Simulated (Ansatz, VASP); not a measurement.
Li2O: VASP beside Ansatz

```
Li O
1.0
     0.00000    2.28993    2.28993
     2.28993    0.00000    2.28993
     2.28993    2.28993    0.00000
Li O
2 1
Direct
  0.25000 0.25000 0.25000
  0.75000 0.75000 0.75000
  0.00000 0.00000 0.00000
```

Alike in both runs: functional PBEsol; k mesh 8 × 8 × 8; occupations gaussian, width 0.02 eV; no spin polarisation.

Ansatz relaxed the structure, and its values are those at the end. VASP's run is a single point on that final structure, the one shown.

|  | VASP | Ansatz |
| --- | --- | --- |
| version | VASP 6.6.1 | Ansatz 0.2.0 |
| potentials or method | VASP PAW PBE potentials, release 64 (Li_sv, O) | scalar-relativistic, plane waves, PAW |
| plane-wave cutoff (eV) | 520 | 420 |
| valence electrons in the cell | 12 | 12 |

|  | VASP | Ansatz | Ansatz less VASP |
| --- | --- | --- | --- |
| gap on the k mesh at the Fermi level (eV) | 4.86 | 4.88 | +0.014 |
| least direct gap on the mesh (eV) | 5.36 | 5.34 | -0.013 |

The functional is the same, so the differences come from potentials, cutoffs and numerics.

 A k mesh can miss the band edges.
